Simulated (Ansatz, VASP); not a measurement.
**KF (Carobbiite) in VASP and in Ansatz**

```
K F
1.0
     0.00000    2.65896    2.65896
     2.65896    0.00000    2.65896
     2.65896    2.65896    0.00000
K F
1 1
Direct
  0.00000 0.00000 0.00000
  0.50000 0.50000 0.50000
```

Alike in both runs: task single point; functional HSE06; k mesh 4 × 4 × 4; no spin polarisation.

|  | VASP | Ansatz |
| --- | --- | --- |
| version | VASP 6.6.1 | Ansatz 0.2.0 |
| potentials or method | VASP PAW PBE potentials, release 64 (K_sv, F) | plane waves, PAW |
| plane-wave cutoff (eV) | 520 | 420 |
| occupations | gaussian, width 0.01 eV | fixed |
| valence electrons in the cell | 16 | 16 |

|  | VASP | Ansatz | Ansatz less VASP |
| --- | --- | --- | --- |
| gap on the k mesh at the Fermi level (eV) | 8.24 | 8.26 | +0.019 |
| pressure (GPa) | 1.1 | 1.0 | -0.10 |

Ansatz warned: «stress_exchange_threshold_loose».

Caveats: the k mesh is coarse (spacing up to 0.51 Å⁻¹), so the values aren't converged, least of all with exact exchange; the PAW data sets were made with another functional, which shifts forces and pressure a little (VASP).
